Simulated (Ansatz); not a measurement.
CaF2 (fluorite)

```xyz
6
Lattice="0.0000 5.5110 5.5110 2.7555 0.0000 2.7555 2.7555 2.7555 0.0000" Properties=species:S:1:pos:R:3 pbc="T T T"
Ca     0.0000     0.0000     0.0000
Ca     2.7555     5.5110     2.7555
F      1.3778     1.3778     1.3778
F      1.3778     4.1333     4.1333
F      4.1333     4.1333     4.1333
F      4.1333     6.8888     6.8888
```

The atoms are displaced by Q × the pattern below (from a DFPT mode at L = (0.5, 0.0, 0.0), largest move 1; Q in Å), at fixed cell. (q is in reciprocal vectors of the primitive cell; the cell shown is doubled to hold the pattern.)

```
atom       x       y       z
----  ------  ------  ------
F3     0.577  -0.577  -0.577
F4    -0.577   0.577   0.577
F5     0.577  -0.577  -0.577
F6    -0.577   0.577   0.577
```

Atoms not listed stay in place.

These are PBE (plane waves to 420 eV, PAW, scalar-relativistic; Ansatz, a quantum-chemistry and plane-wave program) values and carry that method's errors. k mesh 5×10×10 (Γ-centred), Fermi-Dirac smearing 0.05 eV. The energy includes the smearing's −TS. CaF2 was relaxed with its symmetry unable to fall. The PAW data are Ansatz's earlier set. ΔE is measured from the undisplaced structure.

```tsv
Q (Å)	ΔE (meV/cell)
-0.280	1163
-0.187	505
-0.093	125
0.000	0
0.093	125
0.187	505
0.280	1163
```

### Question
Which DFPT wavenumber at L = (0.5, 0.0, 0.0) belongs to this mode?
A. 231 cm⁻¹
B. 319 cm⁻¹
C. 137 cm⁻¹

### Answer
B, 319 cm⁻¹. The curvature of the scan gives 319 cm⁻¹

(For displaced atoms, the force is minus the slope of the energy, and its curvature is a force constant, which sets phonon frequencies.)
